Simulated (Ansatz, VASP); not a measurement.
## Li2S in VASP and in Ansatz

The input INCAR:

```
PREC = Accurate
ENCUT = 520
EDIFF = 1E-6
ISMEAR = 0
SIGMA = 0.1
LREAL = False
LASPH = True
NELM = 100
ALGO = Normal
ISIF = 2
LWAVE = False
LCHARG = False
GGA = PE
NBANDS = 13
```

The input KPOINTS:

```
Automatic mesh
0
Gamma
  6 6 6
```

POSCAR

```
Li2S
1.0
    0.0000000000      2.8351680000      2.8351680000
    2.8351680000      0.0000000000      2.8351680000
    2.8351680000      2.8351680000      0.0000000000
Li S
2 1
Direct
    0.7500000000      0.7500000000      0.7500000000
    0.2500000000      0.2500000000      0.2500000000
    0.0000000000      0.0000000000      0.0000000000
```

Input for Ansatz:

```yaml
crystal:
  lattice:
    - [0.0, 2.835168, 2.835168]
    - [2.835168, 0.0, 2.835168]
    - [2.835168, 2.835168, 0.0]
  atoms:
    - { symbol: Li, position: [0.75, 0.75, 0.75] }
    - { symbol: Li, position: [0.25, 0.25, 0.25] }
    - { symbol: S, position: [0.0, 0.0, 0.0] }
basis:
  ecutwfc: 420
kpoints:
  mp_grid: { grid: [6, 6, 6] }
hamiltonian:
  xc: pbe
scf:
  occupations: { method: gaussian, width: 0.1 }
output:
  forces: true
  stress: true
  eigenvalues: true
```

The cell comes from a database or a generator and needn't be the stable form of this composition.

Alike in both runs: task single point; functional PBE; k mesh 6 × 6 × 6; occupations gaussian, width 0.1 eV; no spin polarisation.

```csv
,VASP,Ansatz
version,VASP 6.6.1,Ansatz 0.2.0
potentials or method,"VASP PAW PBE potentials, release 64 (Li_sv, S)","scalar-relativistic, plane waves, PAW"
plane-wave cutoff (eV),520,420
valence electrons in the cell,12,12
```

```csv
,VASP,Ansatz,Ansatz less VASP
gap on the k mesh at the Fermi level (eV),3.38,3.38,+0.003
least direct gap on the mesh (eV),4.35,4.34,-0.010
```

With one functional, cell and mesh, what is left measures potentials, basis and numerics.

 PBE gaps usually lie below the measured ones, often by a third to a half. A k mesh can miss the band edges.
